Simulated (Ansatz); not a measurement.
**SnO (Pmn2_1): relaxation of cell and ions**

What cell does SnO (Pmn2_1) relax to? Wanted for SnO (Pmn2_1): a relaxation of cell and ions.

Computed with Ansatz 0.2.0, driven from Python. Level of theory: DFT LDA, plane waves, PAW.

### 1 The structure

The structure is orthorhombic, space group Pmn2_1 (No. 31). The conventional cell has a = 3.355 Å, b = 5.674 Å, c = 4.222 Å, α = 90.00°, β = 90.00°, γ = 90.00°. Around Sn (site symmetry m) lie 3 O at 2.15 to 2.16 Å. O (site symmetry m) is surrounded by 3 Sn at 2.15 to 2.16 Å.

No structure file is read: the coordinates are typed or built in the script.

### 2 The code

Contents of vcrelax_sno.py:

```python
"""Cell relaxation of SnO."""

from collections import Counter
from dataclasses import dataclass
import json
import logging
import sys

import ansatz as az
from ase import Atoms
from ase.neighborlist import neighbor_list
import matplotlib.pyplot as plt
import numpy as np

logging.basicConfig(stream=sys.stdout, format="[%(levelname)s] %(message)s")
logger = logging.getLogger("calc")
logger.setLevel(logging.INFO)


@dataclass
class RunConfig:
    smearing: str = "fixed"
    kmesh: tuple[int, ...] = (5, 3, 4)
    fmax: float = 0.01


cfg = RunConfig()

def edges_and_angles(cell):
    cell = np.asarray(cell)
    a, b, c = np.linalg.norm(cell, axis=1)
    cosines = cell[1] @ cell[2] / (b * c), cell[0] @ cell[2] / (a * c), cell[0] @ cell[1] / (a * b)
    return (a, b, c, *np.degrees(np.arccos(cosines)))

vectors = np.array([
    [3.355, 0.0, 0.0],
    [0.0, 5.6741, 0.0],
    [0.0, 0.0, 4.22197],
])
system = (
    az.Lattice.of(vectors)
    .atom("Sn", [0.0, 0.23191, 0.51314])
    .atom("Sn", [0.5, 0.76809, 0.01314])
    .atom("O", [0.0, 0.89125, 0.73686])
    .atom("O", [0.5, 0.10875, 0.23686])
)

# edges free, angles fixed
setup = (
    system.calculation()
    .occupations(cfg.smearing)  # whole-number filling, right only where there is a gap
    .basis(38 * az.Ry)
    .kpoints(*cfg.kmesh)
    .functional(az.Functional.LDA)
    .relax(force_tolerance=cfg.fmax, max_steps=40, fix_cell=["angles"])  # relax until the tolerances are met
    .density()
)
out = setup.run(threads=1, events_out="stream.ndjson")
with open("stream.ndjson") as stream:
    events = [json.loads(line) for line in stream]
steps = [e["data"] for e in events if e["event"] == "relax_step"]
report = out.report
for s in steps:
    flag = "" if s["accepted"] else "  (rejected)"
    logger.info("step %2d  E = %.5f eV  largest force component = %.4f eV/A%s" % (s["step"], s["lagrangian_ev"], s["allowed_force_max_ev_ang"], flag))

first, last = steps[0], steps[-1]
symbols = [site.symbol for site in out.lattice.sites]
logger.info(f"energy gained {first['lagrangian_ev'] - last['lagrangian_ev']:.4f} eV in {len(steps) - 1} steps")
for label, vectors in (("before", first["cell_ang"]), ("after", out.lattice.cell_ang)):
    print(label, "a b c (A) {:.4f} {:.4f} {:.4f}  angles {:.2f} {:.2f} {:.2f}".format(*edges_and_angles(vectors)), f" V = {abs(np.linalg.det(vectors)):.3f} A^3")
print("final stress xx yy zz (GPa, compression positive):", np.round(np.diag(report["stress_gpa"]), 3) + 0.0)

final = Atoms(symbols, positions=last["positions_ang"], cell=out.lattice.cell_ang, pbc=True)
i, j, d = neighbor_list("ijd", final, 4.5)
logger.info("neighbours within 1.15 times the shortest distance of each atom (A)")
for atom in range(len(final)):
    near = [m for m in np.argsort(d) if i[m] == atom]
    shell = [m for m in near if d[m] < 1.15 * d[near[0]]]
    print(f"{symbols[atom]}{atom} ({len(shell)}):", ", ".join(f"{symbols[j[m]]} {d[m]:.3f}" for m in shell))

fig, (top, bottom) = plt.subplots(2, 1, sharex=True, figsize=(4.5, 4))
top.plot([s["lagrangian_ev"] - last["lagrangian_ev"] for s in steps], "o-")
top.set_ylabel("E - E(final) (eV)")
bottom.semilogy([max(s["allowed_force_max_ev_ang"], 1e-6) for s in steps], "s-")
bottom.set(xlabel="step", ylabel="largest force (eV/A)")
fig.tight_layout()
fig.savefig("relax.png", dpi=100)

logger.info(f"free energy      {report['free_energy_ev']:.5f} eV")
logger.info(f"per atom         {report['free_energy_ev'] / len(out.lattice.sites):.5f} eV")
logger.info(f"SCF iterations   {report['n_iterations']}  (converged: {report['converged']})")

rho = out.density()
total = sum(ch.density_e_per_ang3 for ch in rho.channels[:2]) if len(rho.channels) < 3 else rho.channels[0].density_e_per_ang3
print("grid", rho.dims, "electrons", round(float(total.mean() * rho.cell_volume_ang3), 4))
logger.info(f"density range {total.min():.4f} to {total.max():.4f} e/A^3")
print(np.array2string(total[:: max(rho.dims[0] // 8, 1), :: max(rho.dims[1] // 8, 1), 0], precision=3, suppress_small=True))

told = Counter((n["data"]["severity"], n["data"]["kind"]) for n in out.notices if n["event"] == "notice")
for (severity, kind), count in sorted(told.items()):
    logger.info(f"{severity:8s} {kind} x{count}")
```

### 3 The run

Started as:

```console
$ python vcrelax_sno.py
```

Q: Predict the main results. Wanted: free energy; moves of the relaxation; energy gained; last largest force component; relaxed conventional cell; space group at the end.

**Answer**, as computed:

| quantity | value |
| --- | --- |
| free energy | -12869.4252 eV (-3217.3563 eV/atom) |
| moves of the relaxation | 8 |
| energy gained (ahead of the last change of basis) | 33.8 meV/atom |
| last largest force component | 0.0051 eV/Å |
| relaxed conventional cell | a = 3.303 Å, b = 5.700 Å, c = 3.670 Å, α = 90.00°, β = 90.00°, γ = 90.00° |
| space group at the end | Pmn2_1 |

Over 8 moves the cell shrank by 14.0 % in volume, and the space group stayed Pmn2_1. With fixed filling the reported Fermi level is the top filled level among the k-points of the SCF. Energies along a relaxation are free energies. Rows at an unchanged volume are solved on a plane-wave basis chosen afresh for that cell, so the energy jumps there and such rows are no steps of the walk. The structure is layered, and without a dispersion term the spacing of the layers is poorly determined. Grid values close to the nuclei reflect the PAW or pseudopotential construction, not the all-electron fields. The structure comes from a database of computed cells and needn't be a stable or known phase.
